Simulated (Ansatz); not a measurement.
## ZnAu under strains and displacements

Theory: DFT PBE, scalar-relativistic, plane waves, PAW (Ansatz).

Settings: cutoff 420 eV, Γ-centred mesh 14×14×14 on the computed 2-atom cell, Gaussian smearing of 0.10 eV; no spin polarisation.

Reference cell:

```xyz
2
Lattice="3.1470 0.0000 0.0000 0.0000 3.1470 0.0000 0.0000 0.0000 3.1470" Properties=species:S:1:pos:R:3 pbc="T T T"
Zn    1.5735    1.5735    1.5735
Au    0.0000    0.0000    0.0000
```

Each variant moves atoms of this cell by the vectors given, if any (Å), and then applies a symmetric strain (tensor components, Cartesian axes). The reference cell isn't relaxed at this level. Energies are per atom at zero smearing, counted from the reference cell. Pressure is positive in compression.

1. strain (xx yy zz yz xz xy, %) 3.43 3.43 3.43 0.00 0.00 0.00
2. strain (xx yy zz yz xz xy, %) 4.61 4.61 4.61 0.00 0.00 0.00
3. strain (xx yy zz yz xz xy, %) 1.54 1.54 1.54 0.00 0.00 0.00
4. strain (xx yy zz yz xz xy, %) 3.70 3.70 3.70 0.00 0.00 0.00
5. strain (xx yy zz yz xz xy, %) -3.26 -3.26 -3.26 0.00 0.00 0.00
6. strain (xx yy zz yz xz xy, %) 2.11 2.11 2.11 0.00 0.00 0.00
7. strain (xx yy zz yz xz xy, %) 1.73 1.73 1.73 0.00 0.00 0.00
8. strain (xx yy zz yz xz xy, %) -0.45 -0.45 -0.45 0.00 0.00 0.00
9. strain (xx yy zz yz xz xy, %) -2.39 -2.39 -2.39 0.00 0.00 0.00
10. strain (xx yy zz yz xz xy, %) 2.29 2.29 2.29 0.00 0.00 0.00
11. strain (xx yy zz yz xz xy, %) -0.97 -0.97 -0.97 0.00 0.00 0.00
12. strain (xx yy zz yz xz xy, %) 4.04 4.04 4.04 0.00 0.00 0.00

The reference cell has pressure 4.83 GPa, largest force 0.000 eV/Å and gap none (metal).

```csv
result,ΔE (meV/atom),P (GPa)
A,120.7,23.22
B,18.8,-6.80
C,19.7,9.34
D,26.4,-7.52
E,13.2,-6.19
F,72.3,17.33
G,7.6,6.83
H,41.2,-8.64
I,-5.1,-2.71
J,-3.5,-3.25
K,-7.5,-1.56
L,-8.3,-0.93
```

Q: Which variant gave which result?

A: A is 5, B is 4, C is 11, D is 12, E is 1, F is 9, G is 8, H is 2, I is 6, J is 10, K is 7, L is 3. The pressure falls as the cell grows: from the smallest volume to the largest the variants are 5, 9, 11, 8, 3, 7, 6, 10, 1, 4, 12, 2.

Spin-orbit coupling is left out, which matters for the bands of heavy elements.